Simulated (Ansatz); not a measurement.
Relaxed Li3N (Li3N type, space group P6/mmm):

```
CELL_PARAMETERS angstrom
      7.26871     0.00000     0.00000
     -1.81718     3.14744     0.00000
      0.00000     0.00000     3.86452
ATOMIC_POSITIONS crystal
  Li 0.00000 0.00000 0.50000
  Li 0.50000 0.00000 0.50000
  Li 0.16667 0.66667 0.00000
  Li 0.66667 0.66667 0.00000
  Li 0.33333 0.33333 0.00000
  Li 0.83333 0.33333 0.00000
  N  0.00000 0.00000 0.00000
  N  0.50000 0.00000 0.00000
```

The atoms are displaced by Q × the pattern below (from a DFPT mode at M = (0.5, 0.0, 0.0), largest move 1; Q in Å), at fixed cell. (q is in reciprocal vectors of the primitive cell; the cell shown is doubled to hold the pattern.)

| atom | x | y | z |
|---|---|---|---|
| Li1 | 0.500 | -0.866 | 0.000 |
| Li2 | -0.500 | 0.866 | 0.000 |
| Li3 | 0.064 | -0.112 | 0.000 |
| Li4 | -0.064 | 0.112 | 0.000 |
| Li5 | -0.064 | 0.112 | 0.000 |
| Li6 | 0.064 | -0.112 | 0.000 |
| N7 | 0.233 | -0.404 | 0.000 |
| N8 | -0.233 | 0.404 | 0.000 |

All values below come from PBE (plane waves to 420 eV, PAW, scalar-relativistic; Ansatz, an electronic-structure program). k mesh 5×10×9 (Γ-centred), Fermi-Dirac smearing 0.05 eV. Energies are smeared free energies. Li3N was relaxed with its symmetry unable to fall. The zero of ΔE is the undisplaced structure.

The scan covers Q from -0.100 to 0.100 Å in 13 points.

Task: Which space group does the distorted structure have?

Result: Pmma (No. 51), lowered from P6/mmm.

Task: What is the energy change at Q = 0.100 Å?

Result: 23.3 meV/cell.

Task: What harmonic wavenumber does the curvature at Q = 0 give?

Result: 249 cm⁻¹.

(A displaced cell: forces are minus the slopes of the energy, force constants its curvatures, and phonons follow from these.)
